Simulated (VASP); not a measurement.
MoSe2: single point with PBE+D3(BJ)

MoSe2, a slab with vacuum:

```xyz
9
Lattice="3.2767 0.0000 0.0000 -1.6384 2.8377 0.0000 0.0000 0.0000 58.1601" Properties=species:S:1:pos:R:3 pbc="T T T"
Se    0.0000    1.8918   21.0400
Se    0.0000    1.8918   24.3885
Se    1.6384    0.9459   27.4058
Se    1.6384    0.9459   30.7543
Se    0.0000    1.8918   33.7715
Se    0.0000    1.8918   37.1201
Mo    1.6384    0.9459   22.7143
Mo    0.0000    1.8918   29.0800
Mo    1.6384    0.9459   35.4458
```

* Program: VASP 6.6.1
* Task: single point
* Functional: PBE
* Dispersion: D3(BJ)
* Potentials or basis: VASP PAW PBE potentials, release 64 (Se, Mo_sv)
* Cutoff: 520 eV
* k mesh: 9 × 9 × 1
* Occupations: gaussian, width 0.02 eV
* Spin: no spin polarisation

```
Largest force              : 0.064 eV/Å
Band gap on the k mesh     : 1.02 eV, indirect (least direct gap 1.50 eV)
Dispersion energy per atom : -0.434 eV
```

Forces in eV/Å, atoms in the order of the input:
```
Se   0.000  0.000 -0.064
Se   0.000  0.000  0.056
Se   0.000  0.000 -0.034
Se   0.000  0.000  0.034
Se   0.000  0.000 -0.056
Se   0.000  0.000  0.064
Mo   0.000  0.000  0.003
Mo   0.000  0.000  0.000
Mo   0.000  0.000 -0.003
```

Levels at points of the mesh, in eV from the valence-band top:
```csv
k point,band 35,band 36,band 37,band 38,band 39,band 40,band 41,band 42,band 43,band 44
"(0.00, 0.00, 0.00)",-1.42,-1.41,-0.93,-0.23,0.00,2.54,2.55,2.57,2.58,2.62
```

Run time: 6.6 min on 1 thread of Intel(R) Xeon(R) 6975P-C (Granite Rapids), with other jobs on the host, peak memory 0.68 GiB.

Caveat: the cell's inner coordinates are idealised or old, which leaves forces on the atoms. A hybrid or GW would open this gap; PBE tends to underestimate it.
